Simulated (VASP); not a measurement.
# NaH (Fm-3m) in VASP: a series of runs

The runs below take NaH through single point, with LDA.

Everything below comes from runs of VASP 6.6.1. Logs are shortened: lines on timing, memory, paths and dates and some standing lists are left out, and cuts for length are marked.

## (1) The cell of the first run

Symmetry: Fm-3m, No. 225, cubic system. The conventional cell has a = 4.953 Å, b = 4.953 Å, c = 4.953 Å, α = 90.00°, β = 90.00°, γ = 90.00°. Around Na (site symmetry m-3m) lie 6 H at 2.48 Å. H (site symmetry m-3m) has 6 Na at 2.48 Å as nearest neighbours.

## (2) Single point, LDA (strain +0.015 along x and y, +0.015 along z, atoms carried along)

INCAR

```
SYSTEM = NaH
  ALGO = Normal
  EDIFF = 1E-7
  ENCUT = 520
  GGA = CA
  ISIF = 2
  ISMEAR = 0
  LASPH = .TRUE.
  LCHARG = .TRUE.
  LELF = .TRUE.
  LREAL = .FALSE.
  LVHAR = .TRUE.
  LWAVE = .FALSE.
  NBANDS = 11
  NELM = 100
  PREC = Accurate
  SIGMA = 0.05
```

KPOINTS

```
k-points
0
G
  8 8 8
  0 0 0
```

POSCAR

```
NaH
1.0
    0.0000000000      2.4766000000      2.4766000000
    2.4766000000      0.0000000000      2.4766000000
    2.4766000000      2.4766000000      0.0000000000
Na H
1 1
Direct
    0.0000000000      0.0000000000      0.0000000000
    0.5000000000      0.5000000000      0.5000000000
```

Potentials or basis: VASP PAW LDA potentials, release 64 (Na_pv, H).

Command:

```
$ cat potpaw_LDA.64/Na_pv/POTCAR potpaw_LDA.64/H/POTCAR > POTCAR
$ mpirun -np 1 vasp_std > vasp.out
```

OUTCAR:

```text
SYSTEM = NaH
   EDIFF = 1E-7
   ENCUT = 520
   GGA = CA
   ISIF = 2
   ISMEAR = 0
   LASPH = .TRUE.
   LREAL = .FALSE.
   NELM = 100
   PREC = Accurate

 ion  position               nearest neighbor table
   1  0.000  0.000  0.000-
   2  0.500  0.500  0.500-

  LATTYP: Found a face centered cubic cell.
 ALAT       =     4.9532000000

  Lattice vectors:

 A1 = (   0.0000000000,   2.4766000000,   2.4766000000)
 A2 = (   2.4766000000,   0.0000000000,   2.4766000000)
 A3 = (   2.4766000000,   2.4766000000,   0.0000000000)

Analysis of symmetry for initial positions (statically):
=====================================================================
 Subroutine PRICEL returns:
 Original cell was already a primitive cell.

 Routine SETGRP: Setting up the symmetry group for a
 face centered cubic supercell.

 Subroutine GETGRP returns: Found 48 space group operations
 (whereof 48 operations were pure point group operations)
 out of a pool of 48 trial point group operations.

The static configuration has the point symmetry O_h .

Analysis of symmetry for dynamics (positions and initial velocities):
=====================================================================
 Subroutine PRICEL returns:
 Original cell was already a primitive cell.

 Routine SETGRP: Setting up the symmetry group for a
 face centered cubic supercell.

 Subroutine GETGRP returns: Found 48 space group operations
 (whereof 48 operations were pure point group operations)
 out of a pool of 48 trial point group operations.

The dynamic configuration has the point symmetry O_h .

 Subroutine INISYM returns: Found 48 space group operations
 (whereof 48 operations are pure point group operations),
 and found     1 'primitive' translations

----------------------------------------------------------------------------------------

                                     Primitive cell

  volume of cell :      30.3807

  direct lattice vectors                    reciprocal lattice vectors
     0.000000000  2.476600000  2.476600000    -0.201889687  0.201889687  0.201889687
     2.476600000  0.000000000  2.476600000     0.201889687 -0.201889687  0.201889687
     2.476600000  2.476600000  0.000000000     0.201889687  0.201889687 -0.201889687

  length of vectors
     3.502441309  3.502441309  3.502441309     0.349683196  0.349683196  0.349683196

  position of ions in fractional coordinates (direct lattice)
     0.000000000  0.000000000  0.000000000
     0.500000000  0.500000000  0.500000000

  ion indices of the primitive-cell ions
   primitive index   ion index
                 1           1
                 2           2

----------------------------------------------------------------------------------------

 KPOINTS: k-points

Automatic generation of k-mesh.
 Grid dimensions read from file:
 generate k-points for:    8    8    8

 Generating k-lattice:

  Cartesian coordinates                     Fractional coordinates (reciprocal lattice)
    -0.025236211  0.025236211  0.025236211     0.125000000  0.000000000  0.000000000
     0.025236211 -0.025236211  0.025236211     0.000000000  0.125000000  0.000000000
     0.025236211  0.025236211 -0.025236211     0.000000000  0.000000000  0.125000000

  Length of vectors
     0.043710400  0.043710400  0.043710400

  Shift w.r.t. Gamma in fractional coordinates (k-lattice)
     0.000000000  0.000000000  0.000000000

 Subroutine IBZKPT returns following result:
 ===========================================

 Found     29 irreducible k-points:

 Following reciprocal coordinates:
            Coordinates               Weight
  0.000000  0.000000  0.000000      1.000000
  0.125000  0.000000  0.000000      8.000000
  0.250000  0.000000  0.000000      8.000000
  0.375000  0.000000  0.000000      8.000000
  0.500000  0.000000  0.000000      4.000000
  0.125000  0.125000  0.000000      6.000000
[... 16 lines left out ...]
  0.500000  0.250000  0.125000     48.000000
 -0.375000  0.250000  0.125000     24.000000
 [... further k-points ...]
   k-points           NKPTS =     29   k-points in BZ     NKDIM =     29   number of bands    NBANDS=     11
   number of dos      NEDOS =    301   number of ions     NIONS =      2
   total plane-waves  NPLWV =  21952
   dimension x,y,z NGX =    28 NGY =   28 NGZ =   28
   dimension x,y,z NGXF=    56 NGYF=   56 NGZF=   56
   ions per type =               1   1
   NGX,Y,Z   is equivalent  to a cutoff of  13.29, 13.29, 13.29 a.u.
   NGXF,Y,Z  is equivalent  to a cutoff of  26.58, 26.58, 26.58 a.u.
 SYSTEM =  NaH
   PREC   = accura    normal or accurate (medium, high low for compatibility)
   ISTART =      0    job   : 0-new  1-cont  2-samecut
   ICHARG =      2    charge: 1-file 2-atom 10-const
   ISPIN  =      1    spin polarized calculation?
   LNONCOLLINEAR =      F non collinear calculations
   LSORBIT =      F    spin-orbit coupling
   LASPH  =      T    aspherical Exc in radial PAW
   ENCUT  =  520.0 eV  38.22 Ry    6.18 a.u.   6.51  6.51  6.51*2*pi/ulx,y,z
   NELM   =    100;   NELMIN=  2; NELMDL= -5     # of ELM steps
   EDIFF  = 0.1E-06   stopping-criterion for ELM
   LREAL  =      F    real-space projection
   EDIFFG = 0.1E-05   stopping-criterion for IOM
   NSW    =      0    number of steps for IOM
   IBRION =     -1    ionic relax: 0-MD 1-quasi-New 2-CG
   NFREE  =      0    steps in history (QN), initial steepest desc. (CG)
   ISIF   =      2    stress and relaxation
   ISYM   =      2    0-nonsym 1-usesym 2-fastsym
   POTIM  = 0.5000    time-step for ionic-motion
   TEBEG  =    0.0;   TEEND  =   0.0 temperature during run
   PSTRESS=    0.0 pullay stress
   NELECT =       8.0000    total number of electrons
   NUPDOWN=      -1.0000    fix difference up-down
   EMIN   =  10.00;   EMAX   =-10.00  energy-range for DOS
   EFERMI =   0.00;   METHOD = LEGACY
   ISMEAR =     0;   SIGMA  =   0.05  broadening in eV -4-tet -1-fermi 0-gaus
   EFERMI_NEDOS =   21; number of points for ismear=-14 and -15
   IALGO  =     38    algorithm
   IMIX   =      4    mixing-type and parameters
     AMIX     =   0.40;   BMIX     =  1.00
     AMIX_MAG =   1.60;   BMIX_MAG =  1.00
  volume/ion in A,a.u.               =      15.19       102.51
  Fermi-wavevector in a.u.,A,eV,Ry     =   1.049314  1.982917 14.980840  1.101061
  Thomas-Fermi vector in A             =   2.184272
   LORBIT       =      0    0 simple, 1 ext, 2 COOP (PROOUT), +10 PAW based schemes
   GGA     = CA    functional components
   LHFCALC =     F    Hartree Fock is set to
   AEXX    =    0.0000 exact exchange contribution
   IVDW    =     0    specifies the selected vdW correction
   LEPSILON=     F    determine dielectric tensor
   LRPA    =     F    only Hartree local field effects (RPA)
 non-spin polarized calculation
 Gauss-broadening in eV      SIGMA  =   0.05
  energy-cutoff  :      520.00
  volume of cell :       30.38
 maximum number of plane-waves:       869
 NGX is ok and might be reduce to    28
   NGX = 13   NGY = 13   NGZ = 13

 number of electron       8.0000006 magnetization

 Free energy of the ion-electron system (eV)
  ---------------------------------------------------
  ext. energy  EPLUGINS =         0.00000000
  ---------------------------------------------------
  free energy    TOTEN  =        -5.35516116 eV

  energy without entropy =       -5.35516116  energy(sigma->0) =       -5.35516116

 E-fermi :  -1.0878     XC(G=0):  -7.9754

 val. band max:       -1.4395707883   @ k =  -0.2500   0.5000   0.2500
 cond. band min:       1.8577904099   @ k =   0.5000   0.0000   0.0000
 fundamental gap:      3.2973611982
 Fermi energy:        -1.0878299032

 k-point     1 :       0.0000    0.0000    0.0000
  band No.  band energies     occupation
      1     -23.7436      2.00000
      2     -23.7436      2.00000
      3     -23.7436      2.00000
      4      -5.0195      2.00000
      5       8.3099      0.00000
      6      13.2235      0.00000
      7      13.2235      0.00000
      8      13.2235      0.00000
      9      14.0203      0.00000
     10      14.0203      0.00000
     11      14.0203      0.00000

 k-point     2 :       0.1250    0.0000    0.0000
  band No.  band energies     occupation
      1     -23.7548      2.00000
      2     -23.7450      2.00000
      3     -23.7450      2.00000
      4      -4.7615      2.00000
      5       7.4705      0.00000
      6      10.7354      0.00000
      7      12.4422      0.00000
      8      12.4422      0.00000
      9      15.0301      0.00000
     10      15.0301      0.00000
     11      15.1370      0.00000

 k-point     3 :       0.2500    0.0000    0.0000
  band No.  band energies     occupation
      1     -23.7816      2.00000
      2     -23.7483      2.00000
      3     -23.7483      2.00000
      4      -4.0253      2.00000
      5       5.2404      0.00000
      6       9.3507      0.00000
      7      11.7199      0.00000
      8      11.7199      0.00000
      9      14.8927      0.00000
     10      14.8927      0.00000
     11      16.1761      0.00000

 k-point     4 :       0.3750    0.0000    0.0000
  band No.  band energies     occupation
      1     -23.8082      2.00000
      2     -23.7516      2.00000
      3     -23.7516      2.00000
      4      -2.9801      2.00000
      5       2.9610      0.00000
      6       8.8037      0.00000
      7      11.3156      0.00000
      8      11.3156      0.00000
      9      14.0380      0.00000
     10      14.0380      0.00000
     11      16.3098      0.00000
[... 239 lines left out ...]
 k-point    22 :       0.3750    0.2500    0.1250
  band No.  band energies     occupation
      1     -23.7878      2.00000
      2     -23.7616      2.00000
      3     -23.7527      2.00000
      4      -3.4255      2.00000
      5       4.9154      0.00000
      6       7.1464      0.00000
      7       9.9618      0.00000
      8      12.7545      0.00000
      9      12.9208      0.00000
     10      15.3933      0.00000
     11      17.8461      0.00000

 k-point    23 :       0.5000    0.2500    0.1250
  band No.  band energies     occupation
      1     -23.8018      2.00000
      2     -23.7694      2.00000
      3     -23.7568      2.00000
      4      -2.4925      2.00000
      5       3.4588      0.00000
      6       6.0546      0.00000
      7       9.0977      0.00000
      8      12.5260      0.00000
      9      13.8374      0.00000
     10      15.6897      0.00000
     11      17.7049      0.00000

 k-point    24 :      -0.3750    0.2500    0.1250
  band No.  band energies     occupation
      1     -23.8078      2.00000
      2     -23.7718      2.00000
      3     -23.7591      2.00000
      4      -1.9367      2.00000
      5       2.6079      0.00000
      6       5.8160      0.00000
      7       8.7458      0.00000
      8      12.4648      0.00000
      9      13.6813      0.00000
     10      16.7352      0.00000
     11      18.7582      0.00000

 [... further k-points ...]

------------------------ aborting loop because EDIFF is reached ----------------------------------------

  FORCE on cell =-STRESS in cart. coord.  units (eV):
  Direction    XX          YY          ZZ          XY          YZ          ZX
  --------------------------------------------------------------------------------------
  -------------------------------------------------------------------------------------
  Total       -0.6349866     -0.6349866     -0.6349866      0.0000000      0.0000000      0.0000000
  in kB      -33.4871009    -33.4871009    -33.4871009      0.0000000      0.0000000      0.0000000
  external PRESSURE =     -33.4871009 kB  Pullay stress =       0.0000000 kB

 VOLUME and BASIS-vectors are now :
 -----------------------------------------------------------------------------
  energy-cutoff  :      520.00
  volume of cell :       30.38
      direct lattice vectors                 reciprocal lattice vectors
     0.000000000  2.476600000  2.476600000    -0.201889687  0.201889687  0.201889687
     2.476600000  0.000000000  2.476600000     0.201889687 -0.201889687  0.201889687
     2.476600000  2.476600000  0.000000000     0.201889687  0.201889687 -0.201889687

 POSITION                                       TOTAL-FORCE (eV/Angst)
 -----------------------------------------------------------------------------------
      0.00000      0.00000      0.00000         0.000000      0.000000      0.000000
      2.47660      2.47660      2.47660        -0.000000     -0.000000     -0.000000
 -----------------------------------------------------------------------------------
    total drift:                               -0.000000      0.000000      0.000000

  FREE ENERGIE OF THE ION-ELECTRON SYSTEM (eV)
  ---------------------------------------------------
  free  energy   TOTEN  =        -5.3551611579 eV

  energy  without entropy=       -5.3551611579  energy(sigma->0) =       -5.35516116
```

It took 5.9 s on 1 thread of AMD EPYC 9R45 (Zen 5), shared host; peak memory 0.1 GiB.

What came out:

| Item | Value |
| --- | --- |
| Free energy | -5.3552 eV |
| Pressure | -3.3 GPa |
| Band gap on the k mesh | 3.30 eV, indirect (least direct gap 4.17 eV) |

Levels at points of the mesh, in eV from the valence-band top:
| k point | band 2 | band 3 | band 4 | band 5 | band 6 | band 7 |
| --- | --- | --- | --- | --- | --- | --- |
| (0.00, 0.00, 0.00) | -22.30 | -22.30 | -3.58 | 9.75 | 14.66 | 14.66 |
| (0.50, 0.00, 0.00) | -22.31 | -22.31 | -0.87 | 3.30 | 10.09 | 12.63 |
| (0.50, 0.50, 0.00) | -22.33 | -22.33 | -0.18 | 4.17 | 9.41 | 9.89 |

A k mesh can miss the band edges.

## (3) Single point, LDA (strain +0.015 along x and y, -0.030 along z, atoms carried along)

INCAR

```
SYSTEM = NaH
PREC     = Accurate       ! precision mode
ENCUT    = 520            ! plane-wave cutoff, eV
EDIFF    = 1E-6           ! SCF threshold, eV
ISMEAR   = 0              ! smearing method
SIGMA    = 0.05           ! smearing width, eV
LREAL    = .FALSE.        ! projectors in reciprocal space
LASPH    = .TRUE.         ! aspherical terms in the spheres
NELM     = 80             ! most SCF steps
ALGO     = Normal         ! electronic algorithm
ISIF     = 2              ! what is computed and relaxed
LWAVE    = .FALSE.        ! write WAVECAR
LCHARG   = .FALSE.        ! write CHGCAR
NBANDS   = 11             ! bands
```

KPOINTS

```
regular mesh
0
G
  8 8 8
  0 0 0
```

POSCAR

```
NaH
1.0
    0.0000000000      2.4766000000      2.3668000000
    2.4766000000      0.0000000000      2.3668000000
    2.4766000000      2.4766000000      0.0000000000
Na H
1 1
Direct
    0.0000000000      0.0000000000      0.0000000000
    0.5000000000      0.5000000000      0.5000000000
```

Potentials or basis: VASP PAW LDA potentials, release 64 (Na_pv, H).

Command:

```
$ cat potpaw_LDA.64/Na_pv/POTCAR potpaw_LDA.64/H/POTCAR > POTCAR
$ mpirun -np 1 vasp_std > vasp.out
```

It took 8.8 s on 1 thread of AMD EPYC 9R45 (Zen 5), shared host; peak memory 0.11 GiB.

The run converged. Its results:

```
Free energy            : -5.3769 eV
Pressure               : -2.6 GPa
Band gap on the k mesh : 3.36 eV, indirect (least direct gap 4.27 eV)
```

Stress tensor (GPa, compression positive):
```
-2.97  0.00  0.00
 0.00 -2.97  0.00
 0.00  0.00 -1.82
```

Levels at points of the mesh, in eV from the valence-band top:
| k point | band 1 | band 2 | band 3 | band 4 | band 5 | band 6 | band 7 | band 8 | band 9 |
| --- | --- | --- | --- | --- | --- | --- | --- | --- | --- |
| (0.00, 0.00, 0.00) | -22.24 | -22.24 | -22.23 | -3.72 | 10.09 | 14.91 | 14.91 | 15.14 | 15.89 |
| (0.50, 0.00, 0.00) | -22.32 | -22.25 | -22.24 | -0.91 | 3.36 | 10.34 | 12.56 | 13.19 | 15.22 |
| (0.50, 0.50, 0.00) | -22.31 | -22.27 | -22.27 | -0.05 | 4.59 | 9.27 | 9.77 | 9.77 | 10.99 |
| (0.50, 0.00, 0.50) | -22.32 | -22.26 | -22.26 | -0.28 | 4.07 | 9.72 | 10.30 | 10.38 | 11.18 |

(Continued in part 2 of 2.)
